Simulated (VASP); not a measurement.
Runs of VASP 6.6.1 on PbS (Galena). It takes space group Fm-3m (No. 225, cubic). Conventional cell: a = 5.931 Å, b = 5.931 Å, c = 5.931 Å, α = 90.00°, β = 90.00°, γ = 90.00°. Pb (site symmetry m-3m) has 6 S at 2.97 Å as nearest neighbours. S (site symmetry m-3m) is surrounded by 6 Pb at 2.97 Å. 

| task | cell | gap on the mesh (eV) | pressure (GPa) |
| --- | --- | --- | --- |
| relaxation of the atoms | atoms relaxed from: a relaxed cell with its volume scaled by 0.98 | (a) | 1.2 |
| relaxation of the atoms | atoms relaxed from: a relaxed cell with its volume scaled by 1.02 | 0.54 | -1.1 |
| relaxation of the atoms | atoms relaxed from: a relaxed cell with its volume scaled by 0.96 | 0.33 | 2.5 |
| relaxation of cell and atoms | relaxed | 0.47 | 0.0 |

Alike in all rows: level PBE; potentials or basis VASP PAW PBE potentials, release 64 (Pb, S); no spin polarisation; k mesh 4 × 4 × 4; cutoff (eV) 300; smearing gaussian 0.03 eV; the mesh is coarse, so values aren't converged.

Q: Estimate the missing entries.

A: (a) 0.40.

Caveats: all runs use coarse meshes; the cutoff is under 1.25 times the usual one of these potentials, so pressure, stress and relaxed cells hold a basis-set (Pulay) error; spin-orbit coupling is left out, which as a rule narrows the gap of such compounds by several tenths of an eV; the relaxation stopped at its first step, so nothing moved (some runs).

A k mesh can miss the band edges, and the runs leave out spin-orbit coupling on Pb.
